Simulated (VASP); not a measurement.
# InSb (F-43m) in VASP: further runs

The runs below take InSb through relaxation of cell and atoms, with PBE.

Program: VASP 6.6.1. These are calculated values, not measurements. Logs are shortened: lines on timing, memory, paths and dates and some standing lists are left out, and cuts for length are marked.

### Step 1. The crystal as given

It takes space group F-43m (No. 216, cubic). Conventional cell: a = 6.478 Å, b = 6.478 Å, c = 6.478 Å, α = 90.00°, β = 90.00°, γ = 90.00°. In (site symmetry -43m) has 4 Sb at 2.81 Å as nearest neighbours. Around Sb (site symmetry -43m) lie 4 In at 2.81 Å.

### Step 2. Relaxation of cell and atoms, PBE

Input file INCAR:

```
SYSTEM = InSb
PREC = Accurate
ENCUT = 520
EDIFF = 1E-7
ISMEAR = 0
SIGMA = 0.02
LREAL = .False.
LASPH = .True.
NELM = 60
ALGO = Normal
ISIF = 3
LWAVE = .False.
LCHARG = .False.
GGA = PE
IBRION = 2
NSW = 80
EDIFFG = -0.002
```

Input file KPOINTS:

```
Automatic mesh
0
Gamma
  8 8 8
  0 0 0
```

Input file POSCAR:

```
InSb
1.0
    0.0000000000      3.2391000000      3.2391000000
    3.2391000000      0.0000000000      3.2391000000
    3.2391000000      3.2391000000      0.0000000000
In Sb
1 1
Direct
    0.0000000000      0.0000000000      0.0000000000
    0.2500000000      0.2500000000      0.2500000000
```

Potentials or basis: VASP PAW PBE potentials, release 64 (In_d, Sb).

Started as:

```console
> cat potpaw_PBE.64/In_d/POTCAR potpaw_PBE.64/Sb/POTCAR > POTCAR
> mpirun -np 1 vasp_std > vasp.out
```

OUTCAR:

```text
SYSTEM = InSb
   PREC = Accurate
   ENCUT = 520
   EDIFF = 1E-7
   ISMEAR = 0
   LREAL = .False.
   LASPH = .True.
   NELM = 60
   ISIF = 3
   GGA = PE
   IBRION = 2
   NSW = 80
   EDIFFG = -0.002

 ion  position               nearest neighbor table
   1  0.000  0.000  0.000-   2 2.81   2 2.81   2 2.81   2 2.81
   2  0.250  0.250  0.250-   1 2.81   1 2.81   1 2.81   1 2.81

  LATTYP: Found a face centered cubic cell.
 ALAT       =     6.4782000000

  Lattice vectors:

 A1 = (   0.0000000000,   3.2391000000,   3.2391000000)
 A2 = (   3.2391000000,   0.0000000000,   3.2391000000)
 A3 = (   3.2391000000,   3.2391000000,   0.0000000000)

Analysis of symmetry for initial positions (statically):
=====================================================================
 Subroutine PRICEL returns:
 Original cell was already a primitive cell.

 Routine SETGRP: Setting up the symmetry group for a
 face centered cubic supercell.

 Subroutine GETGRP returns: Found 24 space group operations
 (whereof 24 operations were pure point group operations)
 out of a pool of 48 trial point group operations.

The static configuration has the point symmetry T_d .

Analysis of symmetry for dynamics (positions and initial velocities):
=====================================================================
 Subroutine PRICEL returns:
 Original cell was already a primitive cell.

 Routine SETGRP: Setting up the symmetry group for a
 face centered cubic supercell.

 Subroutine GETGRP returns: Found 24 space group operations
 (whereof 24 operations were pure point group operations)
 out of a pool of 48 trial point group operations.

The dynamic configuration has the point symmetry T_d .

 Subroutine INISYM returns: Found 24 space group operations
 (whereof 24 operations are pure point group operations),
 and found     1 'primitive' translations

----------------------------------------------------------------------------------------

                                     Primitive cell

  volume of cell :      67.9678

  direct lattice vectors                    reciprocal lattice vectors
     0.000000000  3.239100000  3.239100000    -0.154363867  0.154363867  0.154363867
     3.239100000  0.000000000  3.239100000     0.154363867 -0.154363867  0.154363867
     3.239100000  3.239100000  0.000000000     0.154363867  0.154363867 -0.154363867

  length of vectors
     4.580779150  4.580779150  4.580779150     0.267366060  0.267366060  0.267366060

  position of ions in fractional coordinates (direct lattice)
     0.000000000  0.000000000  0.000000000
     0.250000000  0.250000000  0.250000000

  ion indices of the primitive-cell ions
   primitive index   ion index
                 1           1
                 2           2

----------------------------------------------------------------------------------------

 KPOINTS: Automatic mesh

Automatic generation of k-mesh.
 Grid dimensions read from file:
 generate k-points for:    8    8    8

 Generating k-lattice:

  Cartesian coordinates                     Fractional coordinates (reciprocal lattice)
    -0.019295483  0.019295483  0.019295483     0.125000000  0.000000000  0.000000000
     0.019295483 -0.019295483  0.019295483     0.000000000  0.125000000  0.000000000
     0.019295483  0.019295483 -0.019295483     0.000000000  0.000000000  0.125000000

  Length of vectors
     0.033420757  0.033420757  0.033420757

  Shift w.r.t. Gamma in fractional coordinates (k-lattice)
     0.000000000  0.000000000  0.000000000

 Subroutine IBZKPT returns following result:
 ===========================================

 Found     29 irreducible k-points:

 Following reciprocal coordinates:
            Coordinates               Weight
  0.000000  0.000000  0.000000      1.000000
  0.125000  0.000000  0.000000      8.000000
  0.250000  0.000000  0.000000      8.000000
  0.375000  0.000000  0.000000      8.000000
  0.500000  0.000000  0.000000      4.000000
  0.125000  0.125000  0.000000      6.000000
[... 16 lines left out ...]
  0.500000  0.250000  0.125000     48.000000
 -0.375000  0.250000  0.125000     24.000000
 [... further k-points ...]
   k-points           NKPTS =     29   k-points in BZ     NKDIM =     29   number of bands    NBANDS=     13
   number of dos      NEDOS =    301   number of ions     NIONS =      2
   total plane-waves  NPLWV =  46656
   dimension x,y,z NGX =    36 NGY =   36 NGZ =   36
   dimension x,y,z NGXF=    72 NGYF=   72 NGZF=   72
   ions per type =               1   1
   NGX,Y,Z   is equivalent  to a cutoff of  13.07, 13.07, 13.07 a.u.
   NGXF,Y,Z  is equivalent  to a cutoff of  26.13, 26.13, 26.13 a.u.
 SYSTEM =  InSb
   PREC   = accura    normal or accurate (medium, high low for compatibility)
   ISTART =      0    job   : 0-new  1-cont  2-samecut
   ICHARG =      2    charge: 1-file 2-atom 10-const
   ISPIN  =      1    spin polarized calculation?
   LNONCOLLINEAR =      F non collinear calculations
   LSORBIT =      F    spin-orbit coupling
   LASPH  =      T    aspherical Exc in radial PAW
   ENCUT  =  520.0 eV  38.22 Ry    6.18 a.u.   8.52  8.52  8.52*2*pi/ulx,y,z
   NELM   =     60;   NELMIN=  2; NELMDL= -5     # of ELM steps
   EDIFF  = 0.1E-06   stopping-criterion for ELM
   LREAL  =      F    real-space projection
   EDIFFG = -.2E-02   stopping-criterion for IOM
   NSW    =     80    number of steps for IOM
   IBRION =      2    ionic relax: 0-MD 1-quasi-New 2-CG
   NFREE  =      1    steps in history (QN), initial steepest desc. (CG)
   ISIF   =      3    stress and relaxation
   ISYM   =      2    0-nonsym 1-usesym 2-fastsym
   POTIM  = 0.5000    time-step for ionic-motion
   TEBEG  =    0.0;   TEEND  =   0.0 temperature during run
   PSTRESS=    0.0 pullay stress
   NELECT =      18.0000    total number of electrons
   NUPDOWN=      -1.0000    fix difference up-down
   EMIN   =  10.00;   EMAX   =-10.00  energy-range for DOS
   EFERMI =   0.00;   METHOD = LEGACY
   ISMEAR =     0;   SIGMA  =   0.02  broadening in eV -4-tet -1-fermi 0-gaus
   EFERMI_NEDOS =   21; number of points for ismear=-14 and -15
   IALGO  =     38    algorithm
   IMIX   =      4    mixing-type and parameters
     AMIX     =   0.40;   BMIX     =  1.00
     AMIX_MAG =   1.60;   BMIX_MAG =  1.00
  volume/ion in A,a.u.               =      33.98       229.33
  Fermi-wavevector in a.u.,A,eV,Ry     =   1.051311  1.986690 15.037912  1.105255
  Thomas-Fermi vector in A             =   2.186349
   LORBIT       =      0    0 simple, 1 ext, 2 COOP (PROOUT), +10 PAW based schemes
   GGA     = PE    functional components
   LHFCALC =     F    Hartree Fock is set to
   AEXX    =    0.0000 exact exchange contribution
   IVDW    =     0    specifies the selected vdW correction
   LEPSILON=     F    determine dielectric tensor
   LRPA    =     F    only Hartree local field effects (RPA)
 conjugate gradient relaxation of ions
 non-spin polarized calculation
 Gauss-broadening in eV      SIGMA  =   0.02
  energy-cutoff  :      520.00
  volume of cell :       67.97
 maximum number of plane-waves:      1850
 NGX is ok and might be reduce to    36
   NGX = 17   NGY = 17   NGZ = 17

--------------------------------------- Ionic step        1  -------------------------------------------

 number of electron      17.9999993 magnetization

 Free energy of the ion-electron system (eV)
  ---------------------------------------------------
  ext. energy  EPLUGINS =         0.00000000
  ---------------------------------------------------
  free energy    TOTEN  =        -6.90197658 eV

  energy without entropy =       -6.90191633  energy(sigma->0) =       -6.90194646

 E-fermi :   5.1170     XC(G=0):  -8.6865

 val. band max:        5.1109245412   @ k =   0.0000   0.0000   0.0000
 cond. band min:       5.6489713725   @ k =   0.5000   0.0000   0.0000
 fundamental gap:      0.5380468314
 Fermi energy:         5.1170158136

 k-point     1 :       0.0000    0.0000    0.0000
  band No.  band energies     occupation
      1      -9.4971      2.00000
      2      -9.4971      2.00000
      3      -9.4971      2.00000
      4      -9.4119      2.00000
      5      -9.4119      2.00000
      6      -5.6093      2.00000
      7       4.9233      2.00000
      8       5.1109      1.33334
      9       5.1109      1.33334
     10       5.1109      1.33333
     11       8.0699      0.00000
     12       8.0699      0.00000
     13       8.0699      0.00000

 k-point     2 :       0.1250    0.0000    0.0000
  band No.  band energies     occupation
      1      -9.5042      2.00000
      2      -9.4939      2.00000
      3      -9.4939      2.00000
      4      -9.4122      2.00000
      5      -9.4122      2.00000
      6      -5.4676      2.00000
      7       3.2554      2.00000
      8       4.9024      2.00000
      9       4.9024      2.00000
     10       6.0461      0.00000
     11       8.3576      0.00000
[... 484 lines left out ...]
 POSITION                                       TOTAL-FORCE (eV/Angst)
 -----------------------------------------------------------------------------------
      6.63709      6.63709      6.63709         0.000000      0.000000     -0.000000
      1.65927      1.65927      1.65927        -0.000000      0.000000      0.000000
 -----------------------------------------------------------------------------------
    total drift:                               -0.000000     -0.000000     -0.000000

  FREE ENERGIE OF THE ION-ELECTRON SYSTEM (eV)
  ---------------------------------------------------
  free  energy   TOTEN  =        -6.9479128853 eV

  energy  without entropy=       -6.9478526266  energy(sigma->0) =       -6.94788276

--------------------------------------- Ionic step        5  -------------------------------------------

 number of electron      18.0000008 magnetization

 Free energy of the ion-electron system (eV)
  ---------------------------------------------------
  ext. energy  EPLUGINS =         0.00000000
  ---------------------------------------------------
  free energy    TOTEN  =        -6.94792448 eV

  energy without entropy =       -6.94786423  energy(sigma->0) =       -6.94789436

 E-fermi :   4.3908     XC(G=0):  -8.3837

 val. band max:        4.3847479849   @ k =   0.0000   0.0000   0.0000
 cond. band min:       4.8036193972   @ k =   0.5000   0.0000   0.0000
 fundamental gap:      0.4188714124
 Fermi energy:         4.3908392103

 k-point     1 :       0.0000    0.0000    0.0000
  band No.  band energies     occupation
      1     -10.0863      2.00000
      2     -10.0863      2.00000
      3     -10.0863      2.00000
      4     -10.0195      2.00000
      5     -10.0195      2.00000
      6      -5.9037      2.00000
      7       3.7960      2.00000
      8       4.3847      1.33334
      9       4.3847      1.33334
     10       4.3847      1.33332
     11       7.3491      0.00000
     12       7.3491      0.00000
     13       7.3491      0.00000

 k-point     2 :       0.1250    0.0000    0.0000
  band No.  band energies     occupation
      1     -10.0915      2.00000
      2     -10.0839      2.00000
      3     -10.0839      2.00000
      4     -10.0196      2.00000
      5     -10.0196      2.00000
      6      -5.7767      2.00000
      7       2.4590      2.00000
      8       4.2018      2.00000
      9       4.2018      2.00000
     10       5.1093      0.00000
     11       7.6096      0.00000
[... 376 lines left out ...]
 POSITION                                       TOTAL-FORCE (eV/Angst)
 -----------------------------------------------------------------------------------
      0.00000      0.00000      0.00000        -0.000000     -0.000000     -0.000000
      1.65856      1.65856      1.65856         0.000000      0.000000      0.000000
 -----------------------------------------------------------------------------------
    total drift:                               -0.000000     -0.000000     -0.000000

  FREE ENERGIE OF THE ION-ELECTRON SYSTEM (eV)
  ---------------------------------------------------
  free  energy   TOTEN  =        -6.9479244848 eV

  energy  without entropy=       -6.9478642261  energy(sigma->0) =       -6.94789436

 reached required accuracy - stopping structural energy minimisation
```

Run time: 44 s. Hardware: 1 thread of Intel Xeon 6975P-C (Granite Rapids), shared host; peak memory 0.22 GiB.

Results:

```
Free energy                            : -6.9479 eV
Relaxed volume                         : 36.50 Å³/atom
Relaxed cell                           : a = 4.691 Å, b = 4.691 Å, c = 4.691 Å, α = 60.00°, β = 60.00°, γ = 60.00°
Space group after relaxing (to 0.05 Å) : F-43m (No. 216)
Energy gained by relaxing              : 23.0 meV/atom
Ionic steps                            : 5
Pressure after relaxing                : 0.0 GPa
Band gap on the k mesh                 : none (metal or under the smearing width)
```

Step by step:
```csv
step,energy change (eV),largest force (eV/Å),pressure (GPa),volume (Å³)
1,0.0000,0.0000,3.14,67.97
2,-0.0415,0.0000,-0.81,74.73
3,-0.0459,0.0000,0.01,72.99
4,-0.0459,0.0000,-0.04,73.09
5,-0.0459,0.0000,0.00,73.00
```

Final structure:
```
In Sb
1.0
     0.00000    3.31712    3.31712
     3.31712    0.00000    3.31712
     3.31712    3.31712    0.00000
In Sb
1 1
Direct
  0.00000 0.00000 0.00000
  0.25000 0.25000 0.25000
```

Caveat: this crystal is a semiconductor, whose small gap the functional closes, so the metal is an error of the method.

### Step 3. Relaxation of cell and atoms, PBE

This run uses another cell than the first one, of 36.50 Å³/atom, 1.074 times its volume.

INCAR is that of step 2.

KPOINTS is that of step 2.

Input file POSCAR:

```
InSb                                    
1.0
   -0.0000000000      3.3171152271      3.3171152271
    3.3171152271      0.0000000000      3.3171152271
    3.3171152271      3.3171152271      0.0000000000
  In              Sb            
     1     1
Direct
     0.0000000000000000    0.0000000000000000    0.0000000000000000
     0.2500000000000000    0.2500000000000000    0.2500000000000000
```

Potentials or basis: VASP PAW PBE potentials, release 64 (In_d, Sb).

Started as:

```console
> cat potpaw_PBE.64/In_d/POTCAR potpaw_PBE.64/Sb/POTCAR > POTCAR
> mpirun -np 1 vasp_std > vasp.out
```

Wall time 12 s (1 thread of Intel Xeon 6975P-C (Granite Rapids), shared host); peak memory 0.21 GiB.

The run converged. Its results:

```
Free energy             : -6.9487 eV
Pressure after relaxing : 0.0 GPa
Band gap on the k mesh  : none (metal or under the smearing width)
```

Final structure:
```
In Sb
1.0
     0.00000    3.31712    3.31712
     3.31712    0.00000    3.31712
     3.31712    3.31712    0.00000
In Sb
1 1
Direct
  0.00000 0.00000 0.00000
  0.25000 0.25000 0.25000
```

Levels at points of the mesh, in eV from the Fermi level:
```tsv
k point	band 6	band 7	band 8	band 9	band 10	band 11	band 12	band 13
(0.00, 0.00, 0.00)	-10.29	-0.59	-0.01	-0.01	-0.01	2.96	2.96	2.96
(0.50, 0.00, 0.00)	-9.10	-5.31	-0.91	-0.91	0.41	3.79	3.79	6.11
(0.50, 0.50, 0.00)	-8.57	-5.63	-2.04	-2.04	1.35	1.46	7.73	7.73
```

Caveat: the relaxation stopped at its first step, so nothing moved; this crystal is a semiconductor, whose small gap the functional closes, so the metal is an error of the method. The run has no spin-orbit coupling, so splittings on Sb are missing.
